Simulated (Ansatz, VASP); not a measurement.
# Sn in VASP and in Ansatz

Contents of INCAR:

```
SYSTEM = Sn
  PREC = Accurate
  ENCUT = 600
  EDIFF = 1E-6
  ISMEAR = -1
  SIGMA = 0.08
  LREAL = .FALSE.
  LASPH = .TRUE.
  NELM = 100
  ALGO = Normal
  ISIF = 3
  LWAVE = .FALSE.
  LCHARG = .FALSE.
  GGA = PE
  IBRION = 2
  NSW = 60
  EDIFFG = -0.005
```

Contents of KPOINTS:

```
Automatic mesh
0
G
  12 12 12
  0 0 0
```

File POSCAR:

```
Sn
1.0
    3.1154964611      0.0000000000      0.0000000000
    0.0000000000      3.1154964611      0.0000000000
    0.0000000000      0.0000000000      3.1154964611
Sn
1
Direct
    0.0000000000      0.0000000000      0.0000000000
```

Input for Ansatz:

```yaml
crystal:
  lattice:
    - [3.1154964611, 0.0, 0.0]
    - [0.0, 3.1154964611, 0.0]
    - [0.0, 0.0, 3.1154964611]
  atoms:
    - { symbol: Sn, position: [0.0, 0.0, 0.0] }
kpoints:
  mp_grid: { grid: [12, 12, 12] }
scf:
  occupations: { method: fermi_dirac, width: 0.08 }
hamiltonian:
  xc: pbe
  pseudopotentials: { kind: paw }
output:
  forces: true
  stress: true
relax:
  f_tol: 0.005
  max_steps: 40
  cell: {}
```

Alike in both runs: task relaxation of cell and atoms; functional PBE; k mesh 12 × 12 × 12; occupations fermi-dirac, width 0.08 eV; no spin polarisation.

|  | VASP | Ansatz |
| --- | --- | --- |
| version | VASP 6.6.1 | Ansatz 0.2.0 |
| potentials or method | VASP PAW PBE potentials, release 64 (Sn_d) | PAW with Ansatz's default frozen-core files, scalar-relativistic |
| plane-wave cutoff (eV) | 600 | 420 |
| valence electrons in the cell | 14 | 14 |

|  | VASP | Ansatz | Ansatz less VASP |
| --- | --- | --- | --- |
| relaxed volume (Å³/atom) | 29.50 | 29.51 | +0.008 |
| relaxed cell length with the largest relative difference (Å) | 3.090 | 3.090 | +0.0003 |
| energy change over the relaxation (meV/atom) | -3 | -2 | 0.0 |
